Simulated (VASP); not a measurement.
# SiC from a squeezed to a stretched cell, part 2 of 2

Aim: follow SiC from a squeezed to a stretched cell. The starting structure is a measured crystal structure from the Crystallography Open Database. All runs use LDA. The equilibrium cell comes from relaxations that aren't shown. At each volume, shape and positions are relaxed as far as symmetry leaves them free.

VASP 6.6.1.

Results so far: the equilibrium volume 0.0 GPa; 0.96 of the equilibrium volume 10.1 GPa; 1.04 of the equilibrium volume -8.3 GPa; 0.92 of the equilibrium volume 22.4 GPa; 0.98 of the equilibrium volume 4.8 GPa.

### 7. Relaxation at 1.02 of the equilibrium volume

Level of this step: LDA; plane waves and PAW (Si, C) (VASP).

INCAR

```
SYSTEM = SiC
PREC = Accurate
ENCUT = 560
EDIFF = 1E-07
NELM = 100
ISMEAR = 0
SIGMA = 0.03
LREAL = .FALSE.
ALGO = Normal
GGA = CA
NBANDS = 10
LORBIT = 11
LWAVE = .FALSE.
LCHARG = .FALSE.
KPAR = 4
IBRION = 2
NSW = 50
ISIF = 4
EDIFFG = -0.003
```

POSCAR

```
SiC
1.0
    0.0000000000      2.1799254538      2.1799254538
    2.1799254538      0.0000000000      2.1799254538
    2.1799254538      2.1799254538      0.0000000000
Si C
1 1
Direct
    0.0000000000      0.0000000000      0.0000000000
    0.7500000000      0.7500000000      0.7500000000
```

KPOINTS

```
Automatic mesh
0
Gamma
8 8 8
0 0 0
```

PAW data sets: Si and C (LDA family, release 64).

Run with:

```
$ mpirun -np 4 vasp_std
```

The log of the run:

```text
[... set-up lines as in an earlier step ...]
 entering main loop
       N       E                     dE             d eps       ncg     rms          rms(c)
DAV:   1     0.225346382760E+01    0.22535E+01   -0.43404E+03   612   0.725E+02
DAV:   2    -0.180989220308E+02   -0.20352E+02   -0.19391E+02   784   0.115E+02
DAV:   3    -0.186652769133E+02   -0.56635E+00   -0.56574E+00   688   0.166E+01
DAV:   4    -0.186677523899E+02   -0.24755E-02   -0.24753E-02   662   0.137E+00
[...]
DAV:  11    -0.166368115831E+02   -0.26346E-06   -0.37769E-06   684   0.128E-02    0.123E-02
DAV:  12    -0.166368113533E+02    0.22984E-06   -0.64545E-07   616   0.423E-03    0.699E-04
DAV:  13    -0.166368113569E+02   -0.36033E-08   -0.25141E-08   310   0.105E-03
   1 F= -.16636811E+02 E0= -.16636811E+02  d E =-.166368E+02
[...]
reached required accuracy - stopping structural energy minimisation
```

It took 2 s on 4 MPI ranks of AMD EPYC 7R13 (Zen 3), shared host; peak memory 0.38 GiB.

From OUTCAR (step 7):

```text
  Total       -0.5657755     -0.5657755     -0.5657755      0.0000000      0.0000000      0.0000000
  in kB      -43.7521887    -43.7521887    -43.7521887      0.0000000      0.0000000      0.0000000
  external PRESSURE =     -43.7521887 kB  Pullay stress =       0.0000000 kB

 POSITION                                       TOTAL-FORCE (eV/Angst)
 -----------------------------------------------------------------------------------
      0.00000      0.00000      0.00000         0.000000      0.000000      0.000000
      3.26989      3.26989      3.26989        -0.000000     -0.000000     -0.000000
 -----------------------------------------------------------------------------------
    total drift:                               -0.000000     -0.000000     -0.000000

  FREE ENERGIE OF THE ION-ELECTRON SYSTEM (eV)
  ---------------------------------------------------
  free  energy   TOTEN  =       -16.6368113569 eV

  energy  without entropy=      -16.6368113569  energy(sigma->0) =      -16.63681136

[... 2 parts as in an earlier step ...]

[... 2 further parts left out ...]
[key lines of the parts left out:]
E-fermi :   8.1858
```

1.02 of the equilibrium volume: 10.359 Å³ an atom and a pressure of -4.38 GPa, and 1.305 eV of gap on the mesh. Further runs on this cell, not shown, give the modes T2 778.8 cm⁻¹.

### 8. Relaxation at 0.9 of the equilibrium volume

INCAR is that of step 7.

POSCAR

```
SiC
1.0
    0.0000000000      2.0908478072      2.0908478072
    2.0908478072      0.0000000000      2.0908478072
    2.0908478072      2.0908478072      0.0000000000
Si C
1 1
Direct
    0.0000000000      0.0000000000      0.0000000000
    0.7500000000      0.7500000000      0.7500000000
```

KPOINTS is that of step 7.

Run with:

```
$ mpirun -np 4 vasp_std
```

The log of the run:

```text
[... set-up lines as in an earlier step ...]
 entering main loop
       N       E                     dE             d eps       ncg     rms          rms(c)
DAV:   1     0.444269340615E+01    0.44427E+01   -0.43560E+03   604   0.742E+02
DAV:   2    -0.182707214881E+02   -0.22713E+02   -0.21623E+02   764   0.122E+02
DAV:   3    -0.189109933137E+02   -0.64027E+00   -0.63893E+00   686   0.180E+01
DAV:   4    -0.189135691223E+02   -0.25758E-02   -0.25757E-02   660   0.145E+00
[...]
DAV:  11    -0.164686642117E+02   -0.44226E-06   -0.14882E-06   712   0.955E-03    0.153E-02
DAV:  12    -0.164686639982E+02    0.21356E-06   -0.62017E-07   600   0.411E-03    0.997E-04
DAV:  13    -0.164686640003E+02   -0.21053E-08   -0.28767E-08   308   0.120E-03
   1 F= -.16468664E+02 E0= -.16468664E+02  d E =-.164687E+02
[...]
reached required accuracy - stopping structural energy minimisation
```

The job ended after 2.6 s (4 MPI ranks; peak memory 0.38 GiB).

Parts of OUTCAR (step 8):

```text
  Total        3.3615254      3.3615254      3.3615254      0.0000000     -0.0000000      0.0000000
  in kB      294.6115170    294.6115170    294.6115170      0.0000000     -0.0000000      0.0000000
  external PRESSURE =     294.6115170 kB  Pullay stress =       0.0000000 kB

 POSITION                                       TOTAL-FORCE (eV/Angst)
 -----------------------------------------------------------------------------------
      0.00000      0.00000      0.00000        -0.000000     -0.000000      0.000000
      3.13627      3.13627      3.13627         0.000000      0.000000     -0.000000
 -----------------------------------------------------------------------------------
    total drift:                               -0.000000     -0.000000     -0.000000

  FREE ENERGIE OF THE ION-ELECTRON SYSTEM (eV)
  ---------------------------------------------------
  free  energy   TOTEN  =       -16.4686640003 eV

  energy  without entropy=      -16.4686640003  energy(sigma->0) =      -16.46866400

[... 2 parts as in an earlier step ...]

[... 2 further parts left out ...]
[key lines of the parts left out:]
E-fermi :   9.6862
```

0.9 of the equilibrium volume: 9.140 Å³ an atom and a pressure of 29.46 GPa, and 1.189 eV of gap on the mesh. Further runs on this cell, not shown, give the modes T2 896.6 cm⁻¹.

### 9. Relaxation at 1.06 of the equilibrium volume

INCAR is that of step 8.

POSCAR

```
SiC
1.0
    0.0000000000      2.2080566269      2.2080566269
    2.2080566269      0.0000000000      2.2080566269
    2.2080566269      2.2080566269      0.0000000000
Si C
1 1
Direct
    0.0000000000      0.0000000000      0.0000000000
    0.7500000000      0.7500000000      0.7500000000
```

KPOINTS is that of step 8.

Run with:

```
$ mpirun -np 4 vasp_std
```

The log of the run:

```text
[... set-up lines as in an earlier step ...]
 entering main loop
       N       E                     dE             d eps       ncg     rms          rms(c)
DAV:   1     0.136828952972E+01    0.13683E+01   -0.41676E+03   604   0.723E+02
DAV:   2    -0.178754445543E+02   -0.19244E+02   -0.18467E+02   776   0.110E+02
DAV:   3    -0.185094873644E+02   -0.63404E+00   -0.63293E+00   686   0.174E+01
DAV:   4    -0.185126014852E+02   -0.31141E-02   -0.31139E-02   676   0.154E+00
[...]
DAV:  11    -0.165955182979E+02   -0.16477E-06   -0.56309E-06   700   0.145E-02    0.110E-02
DAV:  12    -0.165955180687E+02    0.22924E-06   -0.60456E-07   608   0.432E-03    0.990E-04
DAV:  13    -0.165955180677E+02    0.92587E-09   -0.20905E-08   318   0.897E-04
   1 F= -.16595518E+02 E0= -.16595518E+02  d E =-.165955E+02
[...]
reached required accuracy - stopping structural energy minimisation
```

Run time: 2.6 s. Hardware: 4 MPI ranks; peak memory 0.38 GiB; 7.3 s of CPU time.

Parts of OUTCAR (step 9):

```text
  Total       -1.6019025     -1.6019025     -1.6019025      0.0000000      0.0000000     -0.0000000
  in kB     -119.2026834   -119.2026834   -119.2026834      0.0000000      0.0000000     -0.0000000
  external PRESSURE =    -119.2026834 kB  Pullay stress =       0.0000000 kB

 POSITION                                       TOTAL-FORCE (eV/Angst)
 -----------------------------------------------------------------------------------
      0.00000      0.00000      0.00000        -0.000000     -0.000000     -0.000000
      3.31208      3.31208      3.31208         0.000000      0.000000      0.000000
 -----------------------------------------------------------------------------------
    total drift:                               -0.000000     -0.000000     -0.000000

  FREE ENERGIE OF THE ION-ELECTRON SYSTEM (eV)
  ---------------------------------------------------
  free  energy   TOTEN  =       -16.5955180677 eV

  energy  without entropy=      -16.5955180677  energy(sigma->0) =      -16.59551807

[... 2 parts as in an earlier step ...]

[... 2 further parts left out ...]
[key lines of the parts left out:]
E-fermi :   7.7524
```

1.06 of the equilibrium volume: 10.765 Å³ an atom and a pressure of -11.92 GPa, and 1.336 eV of gap on the mesh. Further runs on this cell, not shown, give the modes T2 745.6 cm⁻¹.

### 10. The runs compared

```
                           run  volume (Å³/atom)  pressure (GPa)  gap on the mesh (eV)     T2  core minutes
 0.9 of the equilibrium volume              9.14           29.46                 1.189  896.6         0.173
0.92 of the equilibrium volume             9.344           22.36                 1.211  874.8         0.147
0.96 of the equilibrium volume              9.75           10.09                 1.251  833.9         0.173
0.98 of the equilibrium volume             9.953            4.79                  1.27  814.7         0.133
        the equilibrium volume            10.156           -0.01                 1.288  796.3         0.173
1.02 of the equilibrium volume            10.359           -4.38                 1.305  778.8         0.133
1.04 of the equilibrium volume            10.562           -8.33                 1.321  761.9         0.147
1.06 of the equilibrium volume            10.765          -11.92                 1.336  745.6         0.173
```

Modes are in cm⁻¹ and matched by symmetry and order, imaginary ones as negative numbers. A number in brackets counts the listed modes of one symmetry from the lowest. The symmetry labels come from an automatic analysis and can be wrong where levels nearly coincide. Core minutes are wall time times ranks of the run shown, on a shared host.

### 11. What came out

```
pressure at 0.9 of the equilibrium volume  : 29.46 GPa
pressure at 0.92 of the equilibrium volume : 22.36 GPa
pressure at 0.96 of the equilibrium volume : 10.09 GPa
pressure at 0.98 of the equilibrium volume : 4.79 GPa
pressure at the equilibrium volume         : -0.01 GPa
pressure at 1.02 of the equilibrium volume : -4.38 GPa
pressure at 1.04 of the equilibrium volume : -8.33 GPa
pressure at 1.06 of the equilibrium volume : -11.92 GPa
```

Between 0.9 of the equilibrium volume and 1.06 of the equilibrium volume the pressure on SiC goes from 29.5 to -11.9 GPa. Over this range the gap on the mesh rises or stays level: 1.19, 1.21, 1.25, 1.27, 1.29, 1.30, 1.32, 1.34 eV. Semilocal functionals give gaps that are too small, spin-orbit coupling is left out, and the mesh may miss the true band edges, by more at some strains than at others. Where bands change their order, the gap's trend can turn. The T2 mode goes from 897 to 746 cm⁻¹, a mean mode Grüneisen parameter of 1.1. The frequencies are harmonic, and the splitting of polar modes by their long-range field is left out. Further runs on this material are not shown.

[Lines on the potential files, build, host, timing and source positions are cut from VASP's logs without a mark.]

[Logs are printed without paths, hosts, clocks, repeated set-up lines and the standing remarks that a program may print on its own settings, such as how far it seeks lower states.]

[Hosts, paths, dates, database ids (printed as entryN), source tags and the programs' standing remarks are cut or masked in the printed files.]
